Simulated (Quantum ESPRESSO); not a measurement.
Runs of Quantum ESPRESSO 7.5 on AlN. The structure is cubic, space group F-43m (No. 216). Conventional cell: a = 4.368 Å, b = 4.368 Å, c = 4.368 Å, α = 90.00°, β = 90.00°, γ = 90.00°. Al (site symmetry -43m) has 4 N at 1.89 Å as nearest neighbours. N (site symmetry -43m) is surrounded by 4 Al at 1.89 Å. Measurements of this composition are mostly on another form, of space group No. 186.

| task | level | potentials or basis | cell | k mesh | cutoff (eV) | SCF threshold | form of the LDA correlation | rVV10 parameter b | symmetry | k mesh for the Wannier functions | gap on the mesh (eV) | pressure (GPa) | V0 of scaled cells (Å³/atom) | B0 (GPa) |
| --- | --- | --- | --- | --- | --- | --- | --- | --- | --- | --- | --- | --- | --- | --- |
| equation of state | N12 | PseudoDojo 0.4.1 SR PBE standard | as given | 10 × 10 × 10 | 1143 | 4e-10 Ry | - | - | - | - | - | - | 10.27 | 205 |
| single point | PBE | SSSP 1.3 efficiency PBE | as given | 10 × 10 × 10 | 816 | 4e-10 Ry | - | - | - | - | 3.32 | (b) | - | - |
| band structure | LDA | PseudoDojo 0.4.1 SR LDA standard | as given | 10 × 10 × 10 | 1143 | 4e-10 Ry | PW92 | - | - | - | 3.26 | -4.8 | - | - |
| phonons | rPW86PBE+rVV10 | PseudoDojo 0.4.1 SR PBE standard | relaxed | 6 × 6 × 6, shifted | 1143 | 4e-10 Ry | - | 6.3 | - | - | - | 0.0 | - | - |
| phonons and Raman activities | PBE | PseudoDojo 0.4.1 SR PBE standard | relaxed | 6 × 6 × 6, shifted | 1143 | 4e-10 Ry | - | - | - | - | - | 0.0 | - | - |
| phonons | PBE+D3(BJ) | PseudoDojo 0.4.1 SR PBE standard | relaxed | 6 × 6 × 6, shifted | 1143 | 4e-10 Ry | - | - | - | - | - | 0.0 | - | - |
| phonons | PBE+D2 | PseudoDojo 0.4.1 SR PBE standard | relaxed | 6 × 6 × 6, shifted | 1143 | 4e-10 Ry | - | - | - | - | - | 0.0 | - | - |
| band structure | vdW-DF3-opt2 | PseudoDojo 0.4.1 SR PBE standard | as given | 10 × 10 × 10 | 1143 | 4e-10 Ry | - | - | - | - | 3.35 | 4.1 | - | - |
| band structure | r2SCAN | SG15 PBE 1.2 | as given | 8 × 8 × 8 | 1197 | 1e-08 Ry | - | - | off | - | 3.91 | 1.3 | - | - |
| Wannier functions | PBE | PseudoDojo 0.4.1 SR PBE standard | as given | 6 × 6 × 6 | 1143 | 4e-10 Ry | - | - | - | 6 × 6 × 6 | 3.32 | (a) | - | - |
| equation of state | vdW-DF3-opt1 | PseudoDojo 0.4.1 SR PBE standard | as given | 10 × 10 × 10 | 1143 | 4e-10 Ry | - | - | - | - | - | - | 10.59 | 197 |
| band structure | PBEsol | PseudoDojo 0.4.1 SR PBEsol standard | as given | 10 × 10 × 10 | 1143 | 4e-10 Ry | - | - | - | - | 3.19 | 1.2 | - | - |

Alike in all rows: no spin polarisation; smearing fermi-dirac 0.05 eV.

**Question.** Fill in the values left out.

**Answer.** (a) 4.5; (b) 5.0.

Caveats: the potentials were made for another functional, which shifts forces and pressure (some runs); before the sum rule the acoustic modes lie tens of cm⁻¹ from zero, a sign that the density grid also shifts the optical modes (some runs); the Wannier minimisation didn't converge (some runs).

A k mesh can miss the band edges.

Not every run made on this cell is shown here.
